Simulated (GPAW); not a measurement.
# SiC (Moissanite, P6_3mc): the Si K absorption edge, part 2 of 2

How does the Si K edge of SiC (Moissanite, P6_3mc) move when the bonds are compressed or stretched?

GPAW 26.7.0; X-ray absorption from dipole matrix elements to empty bands, plane-wave PAW LDA.

So far. Step 8 (Spectrum with FCH, Si atom 1): The scaled spectrum changes by 7 % r.m.s. The highest intensity below 16 eV goes from 4.1 eV (2.10) to 4.2 eV (2.07). Step 10 (Spectrum with FCH, Si atom 1): Against the first run the r.m.s. difference is 7 %. The highest intensity below 16 eV goes from 4.1 eV (2.10) to 4.0 eV (2.13).

### Step 12. Spectrum with FCH, Si atom 1

Changed against the first core-hole run: volume scale from 1 to 1.06.

Contents of xas.py:

```python
import numpy as np
from ase import Atoms
from ase.parallel import parprint, paropen
from gpaw import GPAW, PW, FermiDirac, Mixer, MixerDif, setup_paths
from gpaw.test import gen
setup_paths.insert(0, '.')
gen('Si', name='fch1s', xcname='LDA', corehole=(1, 0, 1), write_xml=True)
from gpaw.mpi import world
world.barrier()

atoms = Atoms('Si8C8',
    cell=[[-3.13632904, 0, -5.14700553],
     [3.13632904, 0, -5.14700553],
     [3.13632904, -5.43228125, 0]],
    scaled_positions=[[0.41666667, 0.08333333, 0.83333333],
     [0.41666667, 0.08333333, 0.33333333],
     [0.91666667, 0.58333333, 0.83333333],
     [0.91666667, 0.58333333, 0.33333333],
     [0.83333333, 0.16666667, 0.66666667],
     [0.83333333, 0.16666667, 0.16666667],
     [0.33333333, 0.66666667, 0.66666667],
     [0.33333333, 0.66666667, 0.16666667],
     [0.22416667, 0.89083333, 0.83333333],
     [0.22416667, 0.89083333, 0.33333333],
     [0.72416667, 0.39083333, 0.83333333],
     [0.72416667, 0.39083333, 0.33333333],
     [0.64083333, 0.97416667, 0.66666667],
     [0.64083333, 0.97416667, 0.16666667],
     [0.14083333, 0.47416667, 0.66666667],
     [0.14083333, 0.47416667, 0.16666667]],
    pbc=True)
atoms.calc = calc = GPAW(legacy_gpaw=True, mode=PW(430, force_complex_dtype=True), xc='LDA', setups={0: 'fch1s'},
    kpts={'size': (4, 4, 4), 'gamma': True}, occupations=FermiDirac(0.02),
    charge=0, mixer=Mixer(0.1, 5, 50), maxiter=150,
    convergence={'density': 0.0001, 'eigenstates': 1e-6}, txt='scf.txt')
energy = atoms.get_potential_energy() + calc.get_reference_energy()
ef = calc.get_fermi_level()
out = dict(energy=energy, fermi=ef, forces=atoms.get_forces().tolist())
parprint(f'all-electron energy {energy:.4f} eV, Fermi level {ef:.4f} eV')
ev = np.array([[calc.get_eigenvalues(k, s) for k in range(len(calc.get_ibz_k_points()))] for s in range(calc.get_number_of_spins())])
out['homo'], out['lumo'], out['counts'] = ev[ev < ef].max(), ev[ev > ef].min(), sorted(set((ev < ef).sum((0, 2)).tolist()))
out['filled'] = (ev[:, 0] < ef).sum(1).tolist()

from ase.units import Ha
from gpaw.xas import dipole_matrix_elements
nb = int(calc.get_number_of_electrons() / 2) + 107
top, nb = nb, nb + 8 + nb // 12
nscf = calc.fixed_density(kpts={'size': (5, 5, 5), 'gamma': True}, nbands=nb,
    convergence={'bands': top, 'eigenstates': 5e-3}, maxiter=60, txt='nscf.txt')
cell = atoms.cell.array
ops = [cell.T @ U.T @ np.linalg.inv(cell.T) for U in nscf.wfs.kd.symmetry.op_scc]
filled = [32]  # bands filled in the ground state, by spin
E = np.arange(-6, 34, 0.1)
fwhm = np.interp(E, [4, 25], [0.9, 3.5])
Y, X, zero, highest = 0, 0, 1e9, 1e9
for spin in range(nscf.get_number_of_spins()):
    wfs = nscf.wfs
    mine = wfs.bd.get_slice()  # this rank's bands
    A = dipole_matrix_elements(wfs.setups[0])
    eps = np.zeros((wfs.kd.nibzkpts, nb))
    d = np.zeros((3, A.shape[1], wfs.kd.nibzkpts, nb), complex)
    for kpt in wfs.kpt_u:
        if kpt.s == spin and 0 in kpt.P_ani:
            eps[kpt.k, mine] = kpt.eps_n * Ha
            d[:, :, kpt.k, mine] = (kpt.weight * wfs.nspins / 2) ** 0.5 * np.inner(A, kpt.P_ani[0])
    world.sum(eps)
    world.sum(d)
    T = np.einsum('amkn,bmkn->abkn', d, d.conj()).real
    T = sum(np.einsum('ai,ijkn,bj->abkn', R, T, R) for R in ops) / len(ops)
    empty = np.ones_like(eps, bool) & (np.arange(nb) >= filled[spin])
    zero, highest = min(zero, eps[empty].min()), min(highest, eps[:, top - 1].min())
    lines = [(eps, T, empty)] if spin == 0 else lines + [(eps, T, empty)]
for eps, T, empty in lines:
    f = np.einsum('aakn->akn', T).reshape(3, -1)
    x = eps.ravel() - zero
    w = np.interp(x, E, fwhm) / 2.35482
    g = np.exp(-0.5 * ((E[:, None] - x) / w) ** 2) / (w * (2 * np.pi) ** 0.5)
    Y = Y + (f * empty.ravel()) @ g.T
    X = X + (f * ~empty.ravel()) @ g.T
out.update(E=E.round(2).tolist(), xas=Y.tolist(), xes=X.tolist(), zero=zero, valid=highest - zero, nk=len(eps), nb=nb)
for i in range(0, len(E), 10):
    parprint(f'{E[i]:7.2f}', *(f'{v:10.3e}' for v in Y[:, i]))
import json
with paropen('out.json', 'w') as f:
    json.dump(out, f)
```

Run with:

```
$ OMP_NUM_THREADS=1 mpirun -n 4 gpaw python xas.py
```

It took 3.3 min on 4 MPI ranks of Arm Neoverse V1, shared host; peak memory 0.55 GiB; 13 min of CPU time.

```csv
E (eV),first run,this run
-2.0,0.00,0.00
-1.0,0.00,0.00
0.0,0.15,0.15
1.0,1.12,1.22
2.0,1.47,1.56
3.0,1.32,1.47
4.0,2.08,2.15
5.0,1.46,1.41
6.0,1.06,0.99
7.0,0.94,0.94
8.0,0.89,0.91
9.0,0.84,0.77
10.0,0.73,0.65
11.0,0.61,0.54
12.0,0.51,0.53
13.0,0.54,0.59
14.0,0.57,0.67
15.0,0.68,0.90
16.0,1.00,1.26
17.0,1.33,1.32
18.0,1.32,1.02
19.0,1.00,0.70
20.0,0.71,0.54
21.0,0.57,0.49
22.0,0.53,0.48
23.0,0.52,0.49
24.0,0.53,0.52
25.0,0.55,0.55
26.0,0.57,0.56
```

Against the first run the r.m.s. difference is 13 %. The highest intensity below 16 eV goes from 4.1 eV (2.10) to 3.9 eV (2.16).

The photon energy of the zero moves by +0.03 eV.

### Step 13. The volumes side by side

```csv
volume,nearest distance (Å),shift of the zero (eV),maximum 1 (eV above own zero),maximum 2 (eV above own zero),maximum 3 (eV above own zero)
0.94,1.830,-0.04,1.8,4.3,18.4
0.97,1.850,-0.02,1.8,4.2,17.9
1,1.868,+0.00,1.8,4.1,17.5
1.03,1.887,+0.02,1.7,4.0,17.0
1.06,1.905,+0.03,1.7,3.9,16.6
```

The curves, each shifted by its zero's change so that they share one photon-energy axis, counted from the zero at V × 1:

```csv
E (eV),V × 0.94,V × 0.97,V × 1,V × 1.03,V × 1.06
-2.0,0.00,0.00,0.00,0.00,0.00
-1.0,0.00,0.00,0.00,0.00,0.00
0.0,0.19,0.17,0.15,0.14,0.14
1.0,1.07,1.10,1.12,1.16,1.19
2.0,1.38,1.42,1.47,1.52,1.57
3.0,1.22,1.27,1.32,1.39,1.46
4.0,1.95,2.02,2.08,2.13,2.15
5.0,1.56,1.50,1.46,1.44,1.42
6.0,1.15,1.11,1.06,1.02,1.00
7.0,0.98,0.95,0.94,0.94,0.94
8.0,0.90,0.89,0.89,0.90,0.91
9.0,0.86,0.86,0.84,0.82,0.78
10.0,0.81,0.77,0.73,0.69,0.65
11.0,0.70,0.65,0.61,0.57,0.54
12.0,0.55,0.52,0.51,0.51,0.53
13.0,0.51,0.52,0.54,0.56,0.59
14.0,0.53,0.55,0.57,0.61,0.67
15.0,0.56,0.61,0.68,0.78,0.89
16.0,0.73,0.86,1.00,1.14,1.25
17.0,1.10,1.24,1.33,1.36,1.32
18.0,1.39,1.39,1.32,1.18,1.02
19.0,1.34,1.18,1.00,0.84,0.71
20.0,1.03,0.85,0.71,0.61,0.55
21.0,0.76,0.65,0.57,0.53,0.49
22.0,0.63,0.57,0.53,0.50,0.48
23.0,0.58,0.54,0.52,0.50,0.49
24.0,0.56,0.54,0.53,0.52,0.52
25.0,0.57,0.56,0.55,0.54,0.54
```

### Step 14. Results

```yaml
absorber_and_edge: Si K, atom 1 of the ground-state input (counted from 1)
surroundings: 3 C at 1.87 Å and 1 C at 1.94 Å (distorted tetrahedral, site symmetry 3m)
highest_intensity_below_16_ev: 4.1 eV above the zero, height 2.10
photon_energy_of_the_zero_with_the_added_terms: 1830.5 eV (raw 1845.4 eV; LDA puts this hole about 8 eV below PBE, itself good to a few eV)
```

From V × 0.94 to V × 1.06 the nearest distance grows by 0.075 Å and the zero moves by +0.07 eV. Above their own zero, the maxima move from 1.8 to 1.7 eV, from 4.3 to 3.9 eV and from 18.4 to 16.6 eV. The one highest in energy moves most, in the direction that the rule ΔE·R² ≈ constant for scattering resonances gives. The Si K edge of atom 1, with 3 C at 1.87 Å and 1 C at 1.94 Å (distorted tetrahedral, site symmetry 3m), has its highest intensity of the first 16 eV at 4.1 eV above the zero, near 1835 eV in photon energy (LDA puts this hole about 8 eV below PBE, itself good to a few eV), 2.1 times the mean level of the first 20 eV (Gaussian full width 0.9 eV up to 4 eV, rising linearly to 3.5 eV at 25 eV). At the Si K edge of atom 1 polarisation matters most near 2.1 eV, where the curves differ by 1.3 on this scale. The holes are only 5.9 Å apart, so the shape is probably not converged with cell size; no larger cell was run here. The mesh is coarse (0.27 Å⁻¹ between points), so small maxima may be mesh ripples. The structure is a published determination, not relaxed.

[Logs are printed without paths, hosts, clocks, repeated set-up lines and the standing remarks that a program may print on its own settings, such as how far it seeks lower states.]

[Hosts, paths, dates, database ids (printed as entryN), source tags and the programs' standing remarks are cut or masked in the printed files.]

[Lists of maxima count a maximum above −3 eV only where it reaches 4 % of the highest in the window and stands out from its surroundings by 2 % of it (1.5 % where it reaches 55 %); shoulders and weaker maxima are passed over, and of the rest the first, up to two pre-edge ones and the few strongest are named.]
